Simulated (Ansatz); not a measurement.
Forms of NbAs: one energy to predict

These are results of Ansatz 0.2.0, DFT PBE, scalar-relativistic, plane waves, PAW, not measurements. Settings: cutoff 420 eV, Γ-centred meshes spaced at most about 0.3 Å⁻¹, and about 0.25 Å⁻¹ or finer for metals (2π included), Gaussian smearing. No spin polarisation.

These are static total energies at zero pressure. Rows are sorted by volume; energies count from the lowest form computed. Coordination counts As atoms around Nb (those within 1.25 times the shortest such distance or 1.15 times the sum of covalent radii). The table shows 6 of 7 forms computed.

```tsv
row	form	source	atoms	coordination	V (Å³/atom)	gap on mesh (eV)	ΔE (meV/atom)
1	caesium chloride type, Pm-3m	invented	2	Nb 8	16.7	0	259
2	tungsten carbide type, P-6m2	invented	2	Nb 6	17.7	0	7
3	I4_1md	COD	4	Nb 6	17.7	0	0
4	rock salt type, Fm-3m	invented	2	Nb 6	18.3	0	?
5	P-3m1	invented	4	Nb 3	20.1	0	873
6	P6_3mc	invented	4	Nb 4	21.0	0	781
```

The cell of row 4:

Space group Fm-3m (No. 225). a = 5.273 Å, b = 5.273 Å, c = 5.273 Å, α = 90.00°, β = 90.00°, γ = 90.00°
```
atom  site  symmetry       x       y       z
  Nb    4a      m-3m  0.0000  0.0000  0.0000
  As    4b      m-3m  0.5000  0.0000  0.0000
```

Task: Estimate the missing energy, and say where the row ranks.

Result: 0.45 eV/atom, which puts it above row 1 and below row 6. Counting As atoms around Nb, row 4 and the lowest form (row 3) both have Nb 6.

The lowest form is a structure that the Crystallography Open Database (COD) lists.

Cells relaxed within their symmetry can be saddle points. Some types were kept out of the candidates beforehand, so the set may lack a known form.
